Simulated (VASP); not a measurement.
A run of VASP 6.6.1 is set up as follows.

The input POSCAR:

```
Sn                                      
1.0
    0.0000000000      3.2676744116      3.2676744116
    3.2676744116      0.0000000000      3.2676744116
    3.2676744116      3.2676744116      0.0000000000
  Sn            
     2
Direct
     0.0000000000000000    0.0000000000000000    0.0000000000000000
     0.2500000000000000    0.2500000000000000    0.2500000000000000
```

INCAR.step1

```
ALGO = Normal ; EDIFF = 1E-5
ENCUT = 520 ; GGA = PE
ISIF = 2 ; ISMEAR = 0
KPAR = 4 ; LASPH = T
LCHARG = F ; LREAL = F
LWAVE = T ; NBANDS = 21
NELM = 60 ; PREC = Accurate
SIGMA = 0.02
```

File INCAR.step2:

```
ALGO = Normal ; EDIFF = 1E-7
ENCUT = 520 ; GGA = PE
HFSCREEN = 0.2 ; ISIF = 2
ISMEAR = 0 ; ISTART = 1
KPAR = 4 ; LASPH = T
LCHARG = F ; LHFCALC = T
LREAL = F ; LWAVE = F
NBANDS = 21 ; NELM = 60
PREC = Accurate ; PRECFOCK = Fast
SIGMA = 0.02
```

Contents of KPOINTS:

```
k-points
0
Gamma
  6 6 6
```

File KPOINTS_OPT:

```
path GXWKGLUWLK,UX
12
line-mode
reciprocal
 0.0000000000  0.0000000000  0.0000000000  G
 0.5000000000  0.0000000000  0.5000000000  X

 0.5000000000  0.0000000000  0.5000000000  X
 0.5000000000  0.2500000000  0.7500000000  W

 0.5000000000  0.2500000000  0.7500000000  W
 0.3750000000  0.3750000000  0.7500000000  K

 0.3750000000  0.3750000000  0.7500000000  K
 0.0000000000  0.0000000000  0.0000000000  G

 0.0000000000  0.0000000000  0.0000000000  G
 0.5000000000  0.5000000000  0.5000000000  L

 0.5000000000  0.5000000000  0.5000000000  L
 0.6250000000  0.2500000000  0.6250000000  U

 0.6250000000  0.2500000000  0.6250000000  U
 0.5000000000  0.2500000000  0.7500000000  W

 0.5000000000  0.2500000000  0.7500000000  W
 0.5000000000  0.5000000000  0.5000000000  L

 0.5000000000  0.5000000000  0.5000000000  L
 0.3750000000  0.3750000000  0.7500000000  K

 0.6250000000  0.2500000000  0.6250000000  U
 0.5000000000  0.0000000000  0.5000000000  X
```

Potentials or basis: VASP PAW PBE potentials, release 64 (Sn_d).

Run with:

```sh
$ cat potpaw_PBE.64/Sn_d/POTCAR > POTCAR
$ cp INCAR.step1 INCAR
$ mpirun -np 4 vasp_std > vasp.out
$ cp INCAR.step2 INCAR
$ mpirun -np 4 vasp_std > vasp.out
```

**Question.** Predict the band gap along the path.

**Answer.** None (metal or under the smearing width).

**Question.** Predict the pressure.

**Answer.** 0.4 GPa.

Levels at the corners of the path, in eV from the Fermi level:
```tsv
point	band 12	band 13	band 14	band 15	band 16	band 17
Γ	-0.29	-0.01	-0.01	-0.01	2.60	2.60
X	-8.25	-2.72	-2.72	1.18	1.18	8.54
X	-8.25	-2.72	-2.72	1.18	1.18	8.54
W	-8.18	-3.32	-3.32	3.98	3.98	4.51
W	-8.18	-3.32	-3.32	3.98	3.98	4.51
K	-7.71	-3.68	-2.34	1.48	3.88	6.43
K	-7.71	-3.68	-2.34	1.48	3.88	6.43
Γ	-0.29	-0.01	-0.01	-0.01	2.60	2.60
Γ	-0.29	-0.01	-0.01	-0.01	2.60	2.60
L	-6.90	-1.28	-1.28	0.34	3.72	3.72
L	-6.90	-1.28	-1.28	0.34	3.72	3.72
U	-7.71	-3.68	-2.34	1.48	3.88	6.43
U	-7.71	-3.68	-2.34	1.48	3.88	6.43
W	-8.18	-3.32	-3.32	3.98	3.98	4.51
W	-8.18	-3.32	-3.32	3.98	3.98	4.51
L	-6.90	-1.28	-1.28	0.34	3.72	3.72
L	-6.90	-1.28	-1.28	0.34	3.72	3.72
K	-7.71	-3.68	-2.34	1.48	3.88	6.43
U	-7.71	-3.68	-2.34	1.48	3.88	6.43
X	-8.25	-2.72	-2.72	1.18	1.18	8.54
```

Caveat: the PAW data sets were made with another functional, which shifts forces and pressure a little; spin-orbit coupling is left out, which moves the levels of the heavy elements.
